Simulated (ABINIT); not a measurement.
Runs of ABINIT 10.8.3 (patched build) on CuO (Tenorite). It takes space group Cc (No. 9, monoclinic). Conventional cell: a = 4.689 Å, b = 3.427 Å, c = 5.132 Å, α = 90.00°, β = 99.65°, γ = 90.00°. Cu (site symmetry 1) has 4 O at 1.91 to 2.02 Å as nearest neighbours. O (site symmetry 1) is surrounded by 4 Cu at 1.91 to 2.02 Å. 

| task | level | potentials or basis | k mesh | cutoff (eV) | bands in the sums | broadening (eV) | scissor shift (eV) | tensor components | fine-grid cutoff | gap on the mesh (eV) | pressure (GPa) | largest force (eV/Å) |
| --- | --- | --- | --- | --- | --- | --- | --- | --- | --- | --- | --- | --- |
| single point | PBEsol | PseudoDojo NC SR PBEsol v0.4.1 standard | 8 × 8 × 4 | 1143 | - | - | - | - | - | none | -4.0 | 0.77 |
| single point | LDA | PseudoDojo NC SR LDA v0.4.1 standard | 8 × 8 × 4 | 1252 | - | - | - | - | - | none | -9.7 | 0.81 |
| optical spectrum | LDA | PseudoDojo NC SR LDA v0.4.1 standard | 12 × 12 × 6 | 1252 | 31 | 0.05 | 0 | 11 × 22 × 33 | - | none | -9.7 | 0.80 |
| single point | LDA | JTH PAW LDA v2.0 | 8 × 8 × 4 | 707 | - | - | - | - | 1306.15 eV | none | (a) | 0.80 |
| single point | PBEsol | PseudoDojo NC SR PBEsol v0.4.1 standard | 8 × 8 × 4 | 1252 | - | - | - | - | - | none | -2.9 | 0.77 |

Alike in all rows: no spin polarisation; cell as given; smearing fermi-dirac 0.05 eV.

Question: Estimate the missing entries.

Answer: (a) -9.5.

Caveats: the run has no spin polarisation, though such a crystal can be magnetic; semilocal functionals often make such compounds metallic where correlation or magnetic order opens a gap, which also shifts bond lengths; the intraband (Drude) term is left out (some runs); spectra need much finer meshes, so this one isn't converged (some runs).

A k mesh can miss the band edges.

A gap of «none» marks a metal or a gap under the smearing width.

Not every run made on this cell is shown here.
